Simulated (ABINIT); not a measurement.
Crystal: Ni.

```
Ni
1.0
     2.44802    0.00000    0.00000
    -1.22401    2.12005    0.00000
     0.00000    0.00000    4.07281
Ni
2
Direct
  0.66667 0.33333 0.75000
  0.33333 0.66667 0.25000
```

This isn't the form of Ni at room conditions, which is fcc.

Program: ABINIT 10.8.3 (patched build). Alike in all runs: task single point; level PBE; potentials or basis JTH PAW PBE v2.0; cell as given; k mesh 8 × 8 × 5; cutoff (eV) 1116; smearing fermi-dirac 0.05 eV; the mesh is coarse, so values aren't converged. Hardware: 1 thread of Arm Neoverse V1 (shared host).

**Question.** Order these runs on this cell by their wall time, lowest first.
A. spin collinear, ferromagnetic start
B. spin collinear, antiferromagnetic start
C. spin off

**Answer.** C (40 s), A (110 s), B (390 s).

Caveats: all runs use coarse meshes.
